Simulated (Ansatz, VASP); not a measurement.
## One calculation of Cd2S, two programs

INCAR

```
SYSTEM = Cd2S
PREC = Accurate
ENCUT = 520
EDIFF = 1E-7
ISMEAR = 0
SIGMA = 0.03
LREAL = .False.
LASPH = .True.
NELM = 100
ALGO = Fast
ISIF = 2
LWAVE = .False.
LCHARG = .False.
GGA = CA
NBANDS = 22
```

Contents of KPOINTS:

```
regular mesh
0
Gamma
  12 12 6
  0 0 0
```

POSCAR

```
Cd2S
1.0
    3.9626700490      0.0000000000      0.0000000000
   -1.9813350245      3.4317729293      0.0000000000
    0.0000000000      0.0000000000      5.8091920000
Cd S
2 1
Direct
    0.6666666667      0.3333333333      0.5787350000
    0.3333333333      0.6666666667      0.9327170000
    0.3333333333      0.6666666667      0.3657050000
```

Input for Ansatz:

```yaml
crystal:
  lattice:
    - [3.962670049, 0.0, 0.0]
    - [-1.9813350245, 3.4317729293, 0.0]
    - [0.0, 0.0, 5.809192]
  atoms:
    - { symbol: Cd, position: [0.6666666667, 0.3333333333, 0.578735] }
    - { symbol: Cd, position: [0.3333333333, 0.6666666667, 0.932717] }
    - { symbol: S, position: [0.3333333333, 0.6666666667, 0.365705] }
basis:
  ecutwfc: 420
  xc_grid: 1
kpoints:
  mp_grid: { grid: [12, 12, 6] }
hamiltonian:
  xc: lda
scf:
  occupations: { method: gaussian, width: 0.03 }
output:
  forces: true
  eigenvalues: true
  stress: true
```

The cell comes from a database or a generator and needn't be the stable form of this composition.

Alike in both runs: task single point; functional LDA; k mesh 12 × 12 × 6; occupations gaussian, width 0.03 eV; no spin polarisation.

|  | VASP | Ansatz |
| --- | --- | --- |
| version | VASP 6.6.1 | Ansatz 0.2.0 |
| potentials or method | VASP PAW LDA potentials, release 64 (Cd, S) | scalar-relativistic, plane waves, PAW |
| plane-wave cutoff (eV) | 520 | 420 |
| valence electrons in the cell | 30 | 46 |

Ansatz gave:

| Item | Value |
| --- | --- |
| gap on the k mesh at the Fermi level (eV) | 0.18 |
| pressure (GPa) | -4.9 |
| largest component of the traceless stress (GPa) | 1.16 |
| rms of the force components (eV/Å) | 0.073 |

Estimate VASP's values.

gap on the k mesh at the Fermi level (eV): 0.16; pressure (GPa): -4.6; largest component of the traceless stress (GPa): 1.04; rms of the force components (eV/Å): 0.067.

Atom by atom the forces differ by 0.010 eV/Å (rms over components). The two sets of potentials don't hold the same shells in valence.

A k mesh can miss the band edges. As with any semilocal functional, this LDA gap is likely too small.
